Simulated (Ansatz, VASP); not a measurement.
**Fe: VASP beside Ansatz**

File INCAR:

```
ALGO = Normal ; EDIFF = 1E-6
EDIFFG = -0.04 ; ENCUT = 600
GGA = PS ; IBRION = 2
ISIF = 3 ; ISMEAR = 0
LASPH = T ; LCHARG = F
LREAL = F ; LWAVE = F
NELM = 100 ; NSW = 90
PREC = Accurate ; SIGMA = 0.1
```

Contents of KPOINTS:

```
k-points
0
Gamma
  6 6 4
```

The input POSCAR:

```
Fe
1.0
    3.6686924385      0.0000000000      0.0000000000
   -1.8343462192      3.1771808504      0.0000000000
    0.0000000000      0.0000000000      4.2068221110
Fe
4
Direct
    0.0000000000      0.0000000000      0.2500000000
    0.0000000000      0.0000000000      0.7500000000
    0.3333333333      0.6666666667      0.7500000000
    0.6666666667      0.3333333333      0.2500000000
```

Input for Ansatz:

```yaml
crystal:
  lattice:
    - [3.6686924385, 0.0, 0.0]
    - [-1.8343462192, 3.1771808504, 0.0]
    - [0.0, 0.0, 4.206822111]
  atoms:
    - { symbol: Fe, position: [0.0, 0.0, 0.25] }
    - { symbol: Fe, position: [0.0, 0.0, 0.75] }
    - { symbol: Fe, position: [0.3333333333, 0.6666666667, 0.75] }
    - { symbol: Fe, position: [0.6666666667, 0.3333333333, 0.25] }
basis:
  ecutwfc: 420
kpoints:
  mp_grid: { grid: [6, 6, 4] }
hamiltonian:
  xc: pbesol
scf:
  occupations: { method: gaussian, width: 0.1 }
  lower_state_search: "off"
output:
  forces: true
  stress: true
  eigenvalues: true
relax:
  adjacent_minimum: "off"
  f_tol: 0.04
  max_steps: 70
  cell: { stress_tol: 0.4 }
```

Alike in both runs: task relaxation of cell and atoms; functional PBEsol; k mesh 6 × 6 × 4; occupations gaussian, width 0.1 eV; no spin polarisation.

|  | VASP | Ansatz |
| --- | --- | --- |
| version | VASP 6.6.1 | Ansatz 0.2.0 |
| potentials or method | VASP PAW PBE potentials, release 64 (Fe) | scalar-relativistic, plane waves, PAW |
| plane-wave cutoff (eV) | 600 | 420 |
| valence electrons in the cell | 32 | 64 |

|  | VASP | Ansatz | Ansatz less VASP |
| --- | --- | --- | --- |
| gap on the k mesh at the Fermi level, each at its own relaxed structure (eV) | none | none | - |
| relaxed volume (Å³/atom) | 12.14 | 12.20 | +0.069 |
| relaxed cell length with the largest relative difference (Å) | 3.674 | 3.684 | +0.0098 |
| energy change over the relaxation (meV/atom) | -2 | -1 | +0.4 |

A gap of «none» marks a metal or a gap that the smearing closes. The two sets of potentials don't hold the same shells in valence.

Caveats: the k mesh is coarse (spacing up to 0.37 Å⁻¹), so the values aren't converged; the bands computed are all filled at some k points, so no gap is given; the PAW data sets were made with another functional, which shifts forces and pressure a little (VASP); the run has no spin polarisation, though such a crystal can be magnetic. Spin polarisation is off, so any magnetic state and its effect on volume and gap are missing.
